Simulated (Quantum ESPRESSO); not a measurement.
A calculation with Quantum ESPRESSO 7.5 of Sn (native input, structure typed inline):

The input pw.in:

```
&CONTROL
  calculation = 'scf'
  prefix = 'pwscf'
  outdir = './tmp'
  pseudo_dir = './pseudo'
  tprnfor = .true.
  tstress = .true.
  disk_io = 'nowf'
/
&SYSTEM
  ibrav = 0
  nat = 1
  ntyp = 1
  ecutwfc = 60
  ecutrho = 480
  nbnd = 13
  occupations = 'smearing'
  smearing = 'fd'
  degauss = 0.00367493
/
&ELECTRONS
  conv_thr = 2d-10
  electron_maxstep = 120
  mixing_beta = 0.5
/
ATOMIC_SPECIES
Sn   118.7100 Sn_pbe_v1.uspp.F.UPF
CELL_PARAMETERS angstrom
  -1.7265390000    1.7755470000    2.3383420000
   1.7265390000   -1.7755470000    2.3383420000
   1.7265390000    1.7755470000   -2.3383420000
ATOMIC_POSITIONS crystal
Sn     0.0000000000    0.0000000000    0.0000000000
K_POINTS automatic
11 11 11 0 0 0
```

Potentials or basis: SSSP 1.3 efficiency PBE.

The run is started by

```bash
$ OMP_NUM_THREADS=1 pw.x -in pw.in > pw.out
```

This isn't the form of Sn at room conditions, which is tetragonal (white tin).

Problem. Write the same calculation in another form: ASE script, structure typed inline.

Solution. As run:

Contents of run.py:

```python
import numpy as np
from ase.calculators.espresso import Espresso, EspressoProfile
from ase import Atoms

atoms = Atoms(['Sn'],
              cell=[[-1.726539, 1.775547, 2.338342], [1.726539, -1.775547, 2.338342], [1.726539, 1.775547, -2.338342]],
              scaled_positions=[[0.0, 0.0, 0.0]],
              pbc=True)

input_data = {
    'control': {'calculation': 'scf', 'prefix': 'pwscf', 'outdir': './tmp', 'tprnfor': True, 'tstress': True, 'disk_io': 'nowf'},
    'system': {'ecutwfc': 60.0, 'ecutrho': 480.0, 'nbnd': 13, 'occupations': 'smearing', 'smearing': 'fd', 'degauss': 0.00367493},
    'electrons': {'conv_thr': 2e-10, 'electron_maxstep': 120, 'mixing_beta': 0.5},
}
pseudopotentials = {'Sn': 'Sn_pbe_v1.uspp.F.UPF'}
profile = EspressoProfile(command='pw.x', pseudo_dir='pseudo')
atoms.calc = Espresso(profile=profile, input_data=input_data, pseudopotentials=pseudopotentials, kpts=(11, 11, 11), koffset=(0, 0, 0))

print(f'energy {atoms.get_potential_energy():.8f} eV')
print('forces (eV/A)')
print(np.round(atoms.get_forces(), 6))
print('stress (eV/A^3, Voigt)')
print(np.round(atoms.get_stress(), 8))
print(f'Fermi level {atoms.calc.get_fermi_level():.4f} eV')
```

Potentials or basis: SSSP 1.3 efficiency PBE.

The run is started by

```bash
$ OMP_NUM_THREADS=1 python run.py
```

Both were run:

|  | native input, structure typed inline | ASE script, structure typed inline |
| --- | --- | --- |
| Pressure | -1.0 GPa | -1.0 GPa |
| Band gap on the k mesh | none (metal or under the smearing width) | none (metal or under the smearing width) |

Keys that steer only the numerical path or the files written may differ.
